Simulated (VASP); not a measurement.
# K (Fm-3m) in VASP: notebook, part 2 of 2

VASP 6.6.1.

## (4) Single point, PBE+D3(BJ)

Contents of INCAR:

```
PREC = Accurate
ENCUT = 520
EDIFF = 1E-6
ISMEAR = 0
SIGMA = 0.1
LREAL = False
LASPH = True
NELM = 80
ALGO = Normal
ISIF = 2
LWAVE = False
LCHARG = True
GGA = PE
IVDW = 12
LELF = True
LVHAR = True
NBANDS = 10
```

Contents of KPOINTS:

```
regular mesh
0
Gamma
  12 12 12
```

Contents of POSCAR:

```
K
1.0
    0.0000000000      3.2597531145      3.2597531145
    3.2597531145      0.0000000000      3.2597531145
    3.2597531145      3.2597531145      0.0000000000
K
1
Direct
    0.0000000000      0.0000000000      0.0000000000
```

Potentials or basis: VASP PAW PBE potentials, release 64 (K_sv).

On the command line:

```console
$ cat potpaw_PBE.64/K_sv/POTCAR > POTCAR
$ mpirun -np 1 vasp_std > vasp.out
```

OUTCAR:

```text
PREC = Accurate
   ENCUT = 520
   EDIFF = 1E-6
   ISMEAR = 0
   LREAL = False
   LASPH = True
   NELM = 80
   ISIF = 2
   GGA = PE
   IVDW = 12
 IVDW          = 12

 ion  position               nearest neighbor table
   1  0.000  0.000  0.000-

  LATTYP: Found a face centered cubic cell.
 ALAT       =     6.5195062290

  Lattice vectors:

 A1 = (   0.0000000000,   3.2597531145,   3.2597531145)
 A2 = (   3.2597531145,   0.0000000000,   3.2597531145)
 A3 = (   3.2597531145,   3.2597531145,   0.0000000000)

Analysis of symmetry for initial positions (statically):
=====================================================================
 Subroutine PRICEL returns:
 Original cell was already a primitive cell.

 Routine SETGRP: Setting up the symmetry group for a
 face centered cubic supercell.

 Subroutine GETGRP returns: Found 48 space group operations
 (whereof 48 operations were pure point group operations)
 out of a pool of 48 trial point group operations.

The static configuration has the point symmetry O_h .

Analysis of symmetry for dynamics (positions and initial velocities):
=====================================================================
 Subroutine PRICEL returns:
 Original cell was already a primitive cell.

 Routine SETGRP: Setting up the symmetry group for a
 face centered cubic supercell.

 Subroutine GETGRP returns: Found 48 space group operations
 (whereof 48 operations were pure point group operations)
 out of a pool of 48 trial point group operations.

The dynamic configuration has the point symmetry O_h .

 Subroutine INISYM returns: Found 48 space group operations
 (whereof 48 operations are pure point group operations),
 and found     1 'primitive' translations

----------------------------------------------------------------------------------------

                                     Primitive cell

  volume of cell :      69.2762

  direct lattice vectors                    reciprocal lattice vectors
[... 110 lines left out ...]
   GGA     = PE    functional components
   LHFCALC =     F    Hartree Fock is set to
   AEXX    =    0.0000 exact exchange contribution
   IVDW    =    12    specifies the selected vdW correction
   LEPSILON=     F    determine dielectric tensor
   LRPA    =     F    only Hartree local field effects (RPA)
 non-spin polarized calculation
 Gauss-broadening in eV      SIGMA  =   0.10
  energy-cutoff  :      520.00
  volume of cell :       69.28
 maximum number of plane-waves:      1892
 NGX is ok and might be reduce to    36
   NGX = 17   NGY = 17   NGZ = 17

 number of electron       9.0000001 magnetization

 Free energy of the ion-electron system (eV)
  ---------------------------------------------------
  ext. energy  EPLUGINS =         0.00000000
  ---------------------------------------------------
  free energy    TOTEN  =        -1.04648413 eV

  energy without entropy =       -1.04276888  energy(sigma->0) =       -1.04462650

 E-fermi :  -0.0013     XC(G=0):  -5.7971

 val. band max:       -0.0581137529   @ k =   0.5000   0.2500   0.0833
 cond. band min:       0.0185680502   @ k =  -0.4167   0.0833   0.0000
 fundamental gap:      0.0766818032
 Fermi energy:        -0.0013289762

 k-point     1 :       0.0000    0.0000    0.0000
  band No.  band energies     occupation
      1     -32.0780      2.00000
      2     -15.5239      2.00000
      3     -15.5239      2.00000
      4     -15.5239      2.00000
      5      -2.2272      2.00000
      6       4.2822      0.00000
      7       4.2822      0.00000
      8       4.2822      0.00000
      9       5.5799      0.00000
     10       5.5799      0.00000
[... 287 lines left out ...]
 k-point    24 :      -0.4167    0.1667    0.0000
  band No.  band energies     occupation
      1     -32.0725      2.00000
      2     -15.5985      2.00000
      3     -15.5500      2.00000
      4     -15.5382      2.00000
      5       0.4445      0.00000
      6       0.9473      0.00000
      7       3.2412      0.00000
      8       4.2411      0.00000
      9       5.6909      0.00000
     10       6.1117      0.00000

 [... further k-points ...]

------------------------ aborting loop because EDIFF is reached ----------------------------------------

 Edisp (eV)   -0.12018

 E8    (eV) :    -0.0646

  FORCE on cell =-STRESS in cart. coord.  units (eV):
  Direction    XX          YY          ZZ          XY          YZ          ZX
  --------------------------------------------------------------------------------------
  -------------------------------------------------------------------------------------
  Total      -0.01100    -0.01100    -0.01100     0.00000     0.00000    -0.00000
  in kB      -0.25431    -0.25431    -0.25431     0.00000     0.00000    -0.00000
  external pressure =       -0.25 kB  Pullay stress =        0.00 kB

 VOLUME and BASIS-vectors are now :
 -----------------------------------------------------------------------------
  energy-cutoff  :      520.00
  volume of cell :       69.28
      direct lattice vectors                 reciprocal lattice vectors
     0.000000000  3.259753115  3.259753115    -0.153385849  0.153385849  0.153385849
     3.259753115  0.000000000  3.259753115     0.153385849 -0.153385849  0.153385849
     3.259753115  3.259753115  0.000000000     0.153385849  0.153385849 -0.153385849

 POSITION                                       TOTAL-FORCE (eV/Angst)
 -----------------------------------------------------------------------------------
      0.00000      0.00000      0.00000         0.000000      0.000000     -0.000000
 -----------------------------------------------------------------------------------
    total drift:                               -0.000000      0.000000      0.000000

  FREE ENERGIE OF THE ION-ELECTRON SYSTEM (eV)
  ---------------------------------------------------
  free  energy   TOTEN  =        -1.1666625290 eV

  energy  without entropy=       -1.1629472812  energy(sigma->0) =       -1.16480491
```

OSZICAR:

```text
N       E                     dE             d eps       ncg     rms          rms(c)
DAV:   1     0.451507742811E+02    0.45151E+02   -0.36600E+03  1440   0.694E+02
DAV:   2     0.492771702509E+00   -0.44658E+02   -0.43959E+02  1536   0.193E+02
DAV:   3    -0.996959329250E+00   -0.14897E+01   -0.14822E+01  2248   0.279E+01
DAV:   4    -0.104514387482E+01   -0.48185E-01   -0.48072E-01  1912   0.429E+00
DAV:   5    -0.104631607302E+01   -0.11722E-02   -0.11719E-02  2212   0.492E-01    0.214E+00
DAV:   6    -0.104617668129E+01    0.13939E-03   -0.16048E-03  2102   0.256E-01    0.133E+00
DAV:   7    -0.104642777751E+01   -0.25110E-03   -0.29468E-03  2180   0.340E-01    0.578E-02
DAV:   8    -0.104647184984E+01   -0.44072E-04   -0.16131E-04  1888   0.146E-01    0.198E-02
DAV:   9    -0.104648525544E+01   -0.13406E-04   -0.13765E-05  1688   0.287E-02    0.841E-03
DAV:  10    -0.104648421683E+01    0.10386E-05   -0.29857E-06  2010   0.139E-02    0.177E-03
DAV:  11    -0.104648412830E+01    0.88523E-07   -0.90329E-08  1056   0.264E-03
   1 F= -.11666625E+01 E0= -.11648049E+01  d E =-.371525E-02
```

It took 28 s on 1 thread of Intel Xeon Platinum 8488C (Sapphire Rapids), shared host; peak memory 0.22 GiB.

What came out:

- Free energy: -1.1667 eV
- Pressure: 0.0 GPa
- Band gap on the k mesh: none (metal or under the smearing width)
- Dispersion energy per atom: -0.120 eV

Caveat: pairwise dispersion overbinds metals, which lowers pressure and volume.
